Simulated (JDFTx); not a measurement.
TaN under changes of volume

One of the cells (10.813 Å³/atom); the others are scaled copies at fixed shape and fractional positions:

```xyz
2
Lattice="0.0000 2.2113 2.2113 2.2113 0.0000 2.2113 2.2113 2.2113 0.0000" Properties=species:S:1:pos:R:3 pbc="T T T"
Ta    2.2113    2.2113    2.2113
N     0.0000    0.0000    0.0000
```

The cell comes from a database or a generator and needn't be the stable form of this composition.

```yaml
Program: JDFTx 1.7.0 (patched build)
Functional: r2SCAN
Potentials_or_basis: SG15-PBE-1.2 with smoothed tails
Cutoff: 1361 eV
Density_cutoff: 10885 eV
k_mesh: 8 × 8 × 8
Occupations: fermi-dirac, width 0.05 eV
Spin: no spin polarisation
```

```tsv
volume (Å³/atom)	energy over the lowest point (meV/atom)	pressure (GPa)
10.164	1.72	5.3
10.381	0.00	-2.6
10.597	8.28	-9.5
10.813	25.49	-15.8
11.030	?	?
11.246	82.88	-26.3
11.462	121.41	-30.7
```

What does the run at 11.030 Å³/atom give?

Energy over the lowest point 50.65 meV/atom; pressure -21.3 GPa.

Worked out: A Birch-Murnaghan fit of order 3 (a polynomial in V^(-2/3)) to the other rows has its minimum at 10.31 Å³/atom with B0 = V·E''(V) = 366 GPa and B' = 4.5. It gives 50.70 meV/atom at 11.030 Å³/atom, against the run's 50.65, and -dE/dV = -21.4 GPa, against -21.3.

Energies are extrapolated to zero smearing.

Caveats: the potentials were made for another functional, which shifts forces and pressure; the cell as given lies far from equilibrium (some runs).
